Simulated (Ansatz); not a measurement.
**YN: properties at the relaxed cell**

An exercise on one series of results from a longer session: the logs are not shown, and one member is left open.

Method: DFT PBE, scalar-relativistic, plane waves, PAW, in Ansatz 0.2.0.

1 further run of the same task is left out (set aside as unsound or not needed).

### The structure to begin with

Symmetry: Fm-3m, No. 225, cubic system. Conventional cell: a = 4.906 Å, b = 4.906 Å, c = 4.906 Å, α = 90.00°, β = 90.00°, γ = 90.00°. Y (site symmetry m-3m) has 6 N at 2.45 Å as nearest neighbours. Around N (site symmetry m-3m) lie 6 Y at 2.45 Å.

Coordinates:

```cif
data_structure
_symmetry_space_group_name_H-M 'Fm-3m'
_symmetry_Int_Tables_number 225
_cell_length_a 4.9059
_cell_length_b 4.9059
_cell_length_c 4.9059
_cell_angle_alpha 90.000
_cell_angle_beta 90.000
_cell_angle_gamma 90.000
_cell_volume 118.07
loop_
_atom_site_label
_atom_site_type_symbol
_atom_site_symmetry_multiplicity
_atom_site_Wyckoff_symbol
_atom_site_fract_x
_atom_site_fract_y
_atom_site_fract_z
_atom_site_occupancy
Y1 Y 4 a 0.00000 0.00000 0.00000 1
N1 N 4 b 0.50000 0.00000 0.00000 1
```

It is the result of an earlier relaxation at this level (volume 14.76 Å³/atom; gap on the mesh: 0.21 eV).

The first run:

File input.yaml:

```yaml
crystal:
  lattice:
    - [0.0, 2.4529315384, 2.4529315384]
    - [2.4529315384, 0.0, 2.4529315384]
    - [2.4529315384, 2.4529315384, 0.0]
  atoms:
    - { symbol: "Y", position: [0.0, 0.0, 0.0] }
    - { symbol: "N", position: [0.5, 0.5, 0.5] }
basis:
  ecutwfc: 420
kpoints:
  mp_grid: { grid: [12, 12, 12] }
  band_path:
    path:
      - [[0.0, 0.0, 0.0], [0.5, 0.0, 0.5], [0.625, 0.25, 0.625]]
      - [[0.375, 0.375, 0.75], [0.0, 0.0, 0.0], [0.5, 0.5, 0.5], [0.5, 0.25, 0.75], [0.5, 0.0, 0.5]]
    npoints: 14
hamiltonian:
  xc: pbe
scf:
  occupations: { method: gaussian, width: 0.01 }
  n_extra_bands: 6
output:
  forces: true
  stress: true
  eigenvalues: true
  populations: true
  dos: { projected: true, de: 0.02, nscf_kmesh: { grid: [18, 18, 18] } }
  bader: true
  write_density: true
  write_potential: true
  elf: true
  volumetric_format: npy
```

Launch:

```
> ansatz run input.yaml --threads 1 --pin off --max-ram 2560MiB --backend cpu --events-out ev --progress --plain --runs-dir out
```

Steps of the session up to this table: Electronic structure at the relaxed geometry; Band edges anywhere in the zone; Levels beside the edges; The cell as listed, for comparison; Point at V/V0 = 0.97; The cell scaled to 1.03 of its volume; Point at V/V0 = 0.94; Volume × 1.06; Volume × 0.91; The cell scaled to 1.10 of its volume; The cell scaled to 0.88 of its volume.

One table of the session follows, with a row left open; its other results are not shown here.

It belongs to the step «Fit of the equation of state». 

| volume (Å³/atom) | energy above the lowest point (meV/atom) | pressure (GPa) | gap on the mesh (eV) |
| --- | --- | --- | --- |
| 12.988 | 131.8 | 26.59 | 0.00 |
| 13.431 | 70.0 | 18.33 | 0.03 |
| 13.873 | 29.4 | 11.23 | 0.10 |
| 14.316 | 7.0 | 5.18 | 0.16 |
| 14.759 | 0.0 | 0.00 | 0.21 |
| 15.202 | ? | ? | ? |
| 15.645 | 23.9 | -8.21 | 0.30 |
| 16.235 | 62.1 | -12.41 | 0.35 |

Q: Estimate the row for volume (Å³/atom) = 15.202 from the others.

Worked estimate for «energy above the lowest point (meV/atom)». A straight line through the neighbours (14.759, 0.0) and (15.645, 23.9) gives 0.0 + (23.9 − 0.0) × (15.202 − 14.759) / (15.645 − 14.759) = 12.0; a parabola fitted to 4 rows on both sides gives 6.5.

**Answer.** energy above the lowest point (meV/atom): 6.3; pressure (GPa): -4.42; gap on the mesh (eV): 0.26. In «energy above the lowest point (meV/atom)» the line misses by +5.7 and the parabola by +0.2.

Caveats from the session: Absorption along x passes 10⁴ cm⁻¹ at 0.6 eV, beside a least direct gap of 0.61 eV on the SCF mesh; the indirect gap of 0.21 eV gives no absorption without phonons.
